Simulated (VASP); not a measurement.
# ZnS (Sphalerite): input slips in a relaxation and what they do, part 2 of 2

Aim: see how common mistakes in a VASP relaxation show up, on ZnS (Sphalerite). The starting structure is a measured crystal structure from the Crystallography Open Database. The first relaxation on each setting starts from this cell expanded by 3 % in volume.

VASP 6.6.1.

Results so far: reference 19.24 Å³ an atom; a loose energy criterion for the relaxation 19.24 Å³ an atom; an ionic step far too long 19.24 Å³ an atom.

## (5) Relaxation with too few ionic steps (continued)

Level of this step: PBEsol; plane waves and PAW (Zn, S) (VASP).

From OUTCAR (step 5):

```text
  Total        0.3317225      0.3317225      0.3317225     -0.0000000      0.0000000     -0.0000000
  in kB       14.0476057     14.0476057     14.0476057     -0.0000000      0.0000000     -0.0000000
  external PRESSURE =      14.0476057 kB  Pullay stress =       0.0000000 kB

 POSITION                                       TOTAL-FORCE (eV/Angst)
 -----------------------------------------------------------------------------------
      2.66451      5.32902      2.66451         0.000000      0.000000      0.000000
      3.99677      3.99677      3.99677        -0.000000     -0.000000     -0.000000
 -----------------------------------------------------------------------------------
    total drift:                               -0.000002     -0.000002     -0.000002

  FREE ENERGIE OF THE ION-ELECTRON SYSTEM (eV)
  ---------------------------------------------------
  free  energy   TOTEN  =        -7.5852186535 eV

  energy  without entropy=       -7.5852186535  energy(sigma->0) =       -7.58521865

[... 1 part as in an earlier step ...]

[... 2 further parts left out ...]
[key lines of the parts left out:]
E-fermi :   2.5474
```

The relaxation used up its 2 ionic steps (NSW) before forces and stress met EDIFFG.

## (6) Relaxation with a smearing far too wide

A slip made on purpose: a smearing far too wide. Against step 2 the input has SIGMA = 2 (also changed: NELM).

File INCAR:

```
SYSTEM = ZnS
PREC = Accurate
ENCUT = 450
EDIFF = 1E-06
NELM = 60
ISMEAR = 0
SIGMA = 2
LREAL = .FALSE.
ALGO = Normal
GGA = PS
NBANDS = 15
LORBIT = 11
LWAVE = .FALSE.
LCHARG = .FALSE.
KPAR = 8
IBRION = 2
NSW = 50
ISIF = 3
EDIFFG = -0.006
```

File POSCAR:

```
ZnS
1.0
    0.0000000000      2.7314304545      2.7314304545
    2.7314304545      0.0000000000      2.7314304545
    2.7314304545      2.7314304545      0.0000000000
Zn S
1 1
Direct
    0.0000000000      0.0000000000      0.0000000000
    0.7500000000      0.7500000000      0.7500000000
```

File KPOINTS:

```
Automatic mesh
0
Gamma
8 8 8
0 0 0
```

Potentials, in the order of the species: Zn and S (PBE family, release 64).

Started as:

```
> mpirun -np 8 vasp_std
```

Log:

```text
[... set-up lines as in an earlier step ...]
 entering main loop
       N       E                     dE             d eps       ncg     rms          rms(c)
DAV:   1     0.830170304270E+02    0.83017E+02   -0.83729E+03   870   0.129E+03
DAV:   2    -0.256612542466E+01   -0.85583E+02   -0.80728E+02   975   0.251E+02
DAV:   3    -0.799143142681E+01   -0.54253E+01   -0.53945E+01  1059   0.636E+01
DAV:   4    -0.805130881744E+01   -0.59877E-01   -0.59860E-01  1052   0.696E+00
[...]
DAV:  10    -0.766656251664E+01   -0.59461E-04   -0.12181E-04  1074   0.879E-02    0.193E-02
DAV:  11    -0.766655996277E+01    0.25539E-05   -0.19991E-05  1059   0.376E-02    0.542E-03
DAV:  12    -0.766656020924E+01   -0.24647E-06   -0.18272E-06  1003   0.159E-02
   1 F= -.76665602E+01 E0= -.73989746E+01  d E =-.766656E+01
[...]
N       E                     dE             d eps       ncg     rms          rms(c)
DAV:   1    -0.823118943446E+01   -0.56463E+00   -0.57823E+00  1080   0.493E+01    0.553E+00
[...]
DAV:   8    -0.768196099986E+01    0.28117E-05   -0.14038E-05  1108   0.790E-02    0.693E-03
DAV:   9    -0.768196103410E+01   -0.34241E-07   -0.50684E-07   505   0.688E-03
   2 F= -.76819610E+01 E0= -.74413728E+01  d E =-.154008E-01
 trial-energy change:   -0.015401  1 .order   -0.014628   -0.036180    0.006924
 step:   0.8529(harm=  0.8394)  dis= 0.00000  next Energy=    -7.682468 (dE=-0.159E-01)
[...]
N       E                     dE             d eps       ncg     rms          rms(c)
DAV:   1    -0.769384943892E+01   -0.11888E-01   -0.12812E-01  1052   0.789E+00    0.772E-01
DAV:   2    -0.768391487601E+01    0.99346E-02   -0.30781E-02  1080   0.502E+00    0.286E-01
DAV:   3    -0.768280188087E+01    0.11130E-02   -0.12009E-03  1084   0.396E-01    0.135E-01
DAV:   4    -0.768251805404E+01    0.28383E-03   -0.16306E-04  1123   0.221E-01    0.658E-02
DAV:   5    -0.768246678004E+01    0.51274E-04   -0.44376E-05  1318   0.114E-01    0.962E-03
DAV:   6    -0.768246666272E+01    0.11732E-06   -0.10725E-05   933   0.310E-02    0.633E-03
DAV:   7    -0.768246721141E+01   -0.54869E-06   -0.48846E-07   470   0.110E-02
   3 F= -.76824672E+01 E0= -.74381605E+01  d E =-.159070E-01
[...]
reached required accuracy - stopping structural energy minimisation
```

It took 4.6 s on 8 MPI ranks of Intel Xeon 6975P-C (Granite Rapids), shared host; peak memory 1.4 GiB; 32 s of CPU time.

From OUTCAR (step 6):

```text
  Total       -0.0114422     -0.0114422     -0.0114422      0.0000000     -0.0000000      0.0000000
  in kB       -0.4700136     -0.4700136     -0.4700136      0.0000000     -0.0000000      0.0000000
  external PRESSURE =      -0.4700136 kB  Pullay stress =       0.0000000 kB

 POSITION                                       TOTAL-FORCE (eV/Angst)
 -----------------------------------------------------------------------------------
      0.00000      0.00000      0.00000         0.000000      0.000000      0.000000
      4.03755      4.03755      4.03755        -0.000000     -0.000000     -0.000000
 -----------------------------------------------------------------------------------
    total drift:                               -0.000002     -0.000002     -0.000001

  FREE ENERGIE OF THE ION-ELECTRON SYSTEM (eV)
  ---------------------------------------------------
  free  energy   TOTEN  =        -7.6824672114 eV

  energy  without entropy=       -7.1938538589  energy(sigma->0) =       -7.43816054

[... 2 parts as in an earlier step ...]

[... 2 further parts left out ...]
[key lines of the parts left out:]
E-fermi :   3.6637
```

With a smearing far too wide the cell ends at 19.502 Å³ an atom, +1.34 % from the reference; the bulk modulus is 69.5 GPa against 78.8 GPa.

## (7) Comparison

```csv
run,ended,volume (Å³/atom),change (%),bulk modulus (GPa),pressure left (GPa),core minutes
reference,converged,19.244,-,78.8,-0.02,0.933
a loose energy criterion for the relaxation,converged,19.244,0.0,-,0.04,0.587
an ionic step far too long,converged,19.236,-0.05,-,0.03,0.933
too few ionic steps,not converged,-,-,-,-,0.453
a smearing far too wide,converged,19.502,1.34,69.5,-0.05,0.613
```

Core minutes are wall time times ranks, summed over the relaxations behind a row (those for a bulk modulus apart), on shared hosts.

## (8) Outcome

```json
{
 "volume of the reference": "19.24 Å³/atom",
 "volume against the reference, a loose energy criterion for the relaxation": "+0.00 %",
 "volume against the reference, an ionic step far too long": "-0.05 %",
 "volume against the reference, a smearing far too wide": "+1.34 %",
 "run with too few ionic steps": "not converged"
}
```

In words: The run with too few ionic steps didn't converge. Finished, but with signs in the output that stand out against the reference: an ionic step far too long, with the volume changed by less than 0.1 % (signs: an energy that rises by up to 0.4 eV an atom on the way); a smearing far too wide, with the volume changed by +1.3 % (signs: a large entropy term in the energy). Little came of a loose energy criterion for the relaxation in this material. The reference was restarted once and the runs with a slip weren't, so their cells may not have settled fully. Further runs on this material are not shown.

[Lines on the potential files, build, host, timing and source positions are cut from VASP's logs without a mark.]

[Logs are printed without paths, hosts, clocks, repeated set-up lines and the standing remarks that a program may print on its own settings, such as how far it seeks lower states.]

[Hosts, paths, dates, database ids (printed as entryN), source tags and the programs' standing remarks are cut or masked in the printed files.]
